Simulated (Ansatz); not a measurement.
Where the states of PbO lie

```cif
data_structure
_symmetry_space_group_name_H-M 'Fm-3m'
_symmetry_Int_Tables_number 225
_cell_length_a 5.2646
_cell_length_b 5.2646
_cell_length_c 5.2646
_cell_angle_alpha 90.000
_cell_angle_beta 90.000
_cell_angle_gamma 90.000
_cell_volume 145.91
loop_
_atom_site_label
_atom_site_type_symbol
_atom_site_symmetry_multiplicity
_atom_site_Wyckoff_symbol
_atom_site_fract_x
_atom_site_fract_y
_atom_site_fract_z
_atom_site_occupancy
Pb1 Pb 4 a 0.00000 0.00000 0.00000 1
O1 O 4 b 0.50000 0.00000 0.00000 1
```

The runs use the primitive cell with vectors (0.000, 2.632, 2.632), (2.632, 0.000, 2.632), (2.632, 2.632, 0.000) Å, to which the k mesh refers.

The structure comes from a relaxation in the same program, started in the rocksalt type, and has space group Fm-3m. Whether it is a known phase or the ground state wasn't checked.

Spin–orbit coupling is left out, though it moves levels of the heavy atoms by tenths of an eV or more.

Method: DFT, PBE, all-electron LAPW, scalar-relativistic (Ansatz 0.2.0).

Sampling and basis: a Γ-centred 12×12×12 k mesh, Fermi–Dirac smearing of 0.05 eV, basis error target 0.25 meV/atom, no spin polarisation.

(1) Which of the resolved shells contributes most in the top eV of the valence band?

(2) Tabulate the density of states.

Answers

(1) O 2p, with 68 % of all states there; Pb 6s follows with 19 %.

(2) States per eV and cell, averaged over 0.6 eV, from -8.8 to 5.4 eV, with energies (bin centres) from the valence-band top; empty bins are left out. The partial columns, the largest 4 alone, are projections on Löwdin-orthogonalised atomic shells (those that the program's projection atoms carry: the occupied ones and, for some elements, an empty d or f shell; other empty shells have no column), summed over atoms of an element. Weights on diffuse s and p shells depend on that basis and aren't pure angular character.
```tsv
E (eV)	total	O 2p	Pb 6p	Pb 6s	O 2s
-8.6	0.40	0.09	0.01	0.29	0.01
-8.0	1.99	0.34	0.14	1.37	0.12
-7.4	0.75	0.13	0.05	0.56	0.01
-6.8	0.19	0.02	0.01	0.15	0.00
-5.0	0.22	0.11	0.09	0.01	0.00
-4.4	0.65	0.38	0.24	0.02	0.00
-3.8	1.17	0.79	0.34	0.03	0.01
-3.2	2.03	1.55	0.41	0.04	0.01
-2.6	2.50	2.14	0.26	0.05	0.01
-2.0	0.99	0.81	0.08	0.08	0.01
-1.4	1.26	0.93	0.11	0.19	0.01
-0.8	1.06	0.74	0.09	0.20	0.01
-0.2	0.13	0.08	0.03	0.02	0.00
0.4	0.10	0.03	0.05	0.01	0.01
1.0	0.31	0.06	0.19	0.02	0.03
1.6	0.63	0.11	0.42	0.04	0.05
2.2	0.72	0.14	0.46	0.05	0.05
2.8	0.76	0.17	0.48	0.05	0.04
3.4	0.55	0.17	0.33	0.03	0.02
4.0	1.28	0.37	0.83	0.02	0.01
4.6	1.62	0.26	1.24	0.01	0.01
5.2	2.40	0.25	2.03	0.01	0.01
```
